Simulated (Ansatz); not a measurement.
**PbS under strains and displacements**

Computed with DFT PBEsol, scalar-relativistic, plane waves, PAW (Ansatz 0.2.0).

Settings: cutoff 420 eV, Γ-centred mesh 9×9×9 on the computed 2-atom cell, Gaussian smearing of 0.02 eV; no spin polarisation.

Reference cell:

```xyz
2
Lattice="2.1127 1.2197 3.4519 -2.1127 1.2197 3.4519 0.0000 -2.4395 3.4519" Properties=species:S:1:pos:R:3 pbc="T T T"
Pb    0.0000    0.0000   10.1545
S     0.0000    0.0000    4.9193
```

Each variant moves atoms of this cell by the vectors given, if any (Å), and then applies a symmetric strain (tensor components, Cartesian axes). The reference cell isn't relaxed at this level. Energies are per atom at zero smearing, counted from the lowest variant. Pressure is positive in compression.

1. strain (xx yy zz yz xz xy, %) -3.27 0.94 -3.85 -2.19 1.08 -1.26; moves: Pb1 (0.043, -0.028, 0.032); S2 (-0.043, 0.028, -0.032)
2. strain (xx yy zz yz xz xy, %) -2.21 -2.21 -5.21 0.00 0.00 0.00; moves: Pb1 (0.000, 0.000, 0.100); S2 (0.000, 0.000, -0.100)
3. no strain; moves: S2 (-0.086, -0.019, -0.018)
4. strain (xx yy zz yz xz xy, %) 2.37 2.37 0.87 0.00 0.00 0.00; moves: Pb1 (0.000, 0.000, -0.030); S2 (0.000, 0.000, 0.030)
5. strain (xx yy zz yz xz xy, %) 0.01 0.01 9.01 0.00 0.00 0.00; moves: Pb1 (0.000, 0.000, 0.100); S2 (0.000, 0.000, -0.100)
6. strain (xx yy zz yz xz xy, %) -0.07 -0.07 -3.06 0.00 0.00 0.00; moves: Pb1 (0.000, 0.000, 0.250); S2 (0.000, 0.000, -0.250)
7. strain (xx yy zz yz xz xy, %) -1.06 1.75 1.87 1.25 1.37 -3.00; moves: Pb1 (0.041, -0.245, 0.028); S2 (-0.041, 0.245, -0.028)
8. strain (xx yy zz yz xz xy, %) 1.81 1.81 7.81 0.00 0.00 0.00; moves: Pb1 (0.000, 0.000, 0.060); S2 (0.000, 0.000, -0.060)

```json
{"variant": "1", "ΔE (meV/atom)": "12.3", "P (GPa)": "2.06", "largest force (eV/Å)": "0.09", "gap on mesh (eV)": "0.42", "space group": "P1"}
{"variant": "2", "ΔE (meV/atom)": "36.4", "P (GPa)": "5.15", "largest force (eV/Å)": "0.45", "gap on mesh (eV)": "0.79", "space group": "R3m"}
{"variant": "3", "ΔE (meV/atom)": "0.0", "P (GPa)": "-1.89", "largest force (eV/Å)": "0.03", "gap on mesh (eV)": "0.76", "space group": "P1"}
{"variant": "4", "ΔE (meV/atom)": "32.0", "P (GPa)": "-4.57", "largest force (eV/Å)": "0.00", "gap on mesh (eV)": "0.75", "space group": "R3m"}
{"variant": "5", "ΔE (meV/atom)": "61.0", "P (GPa)": "-4.79", "largest force (eV/Å)": "0.18", "gap on mesh (eV)": "0.84", "space group": "R3m"}
{"variant": "6", "ΔE (meV/atom)": "99.7", "P (GPa)": "3.91", "largest force (eV/Å)": "1.06", "gap on mesh (eV)": "1.10", "space group": "R3m"}
{"variant": "7", "ΔE (meV/atom)": "67.2", "P (GPa)": "0.44", "largest force (eV/Å)": "0.62", "gap on mesh (eV)": "0.75", "space group": "P1"}
{"variant": "8", "ΔE (meV/atom)": "86.4", "P (GPa)": "-6.08", "largest force (eV/Å)": "0.18", "gap on mesh (eV)": "0.84", "space group": "R3m"}
```

Spin-orbit coupling is left out, which matters for the bands of heavy elements. An odd mesh misses points on the zone edge, so a gap read on it can be too wide.